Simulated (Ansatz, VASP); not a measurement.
## Two plane-wave programs on ZrC

```
Zr C
1.0
     2.92289    0.00000    0.00000
     0.00000    2.92289    0.00000
     0.00000    0.00000    2.92289
Zr C
1 1
Direct
  0.50000 0.50000 0.50000
  0.00000 0.00000 0.00000
```

Alike in both runs: task relaxation of cell and atoms; functional PBE; k mesh 18 × 18 × 18; occupations gaussian, width 0.1 eV; no spin polarisation.

```csv
,VASP,Ansatz
version,VASP 6.6.1,Ansatz 0.2.0
potentials or method,"VASP PAW PBE potentials, release 64 (Zr_sv, C)","scalar-relativistic, plane waves, PAW"
plane-wave cutoff (eV),600,420
valence electrons in the cell,16,16
```

|  | VASP | Ansatz | Ansatz less VASP |
| --- | --- | --- | --- |
| gap on the k mesh at the Fermi level, each at its own relaxed structure (eV) | none | none | - |
| relaxed volume (Å³/atom) | 12.47 | 12.47 | -0.008 |
| relaxed cell length with the largest relative difference (Å) | 2.922 | 2.921 | -0.0007 |

A gap of «none» marks a metal or a gap that the smearing closes.
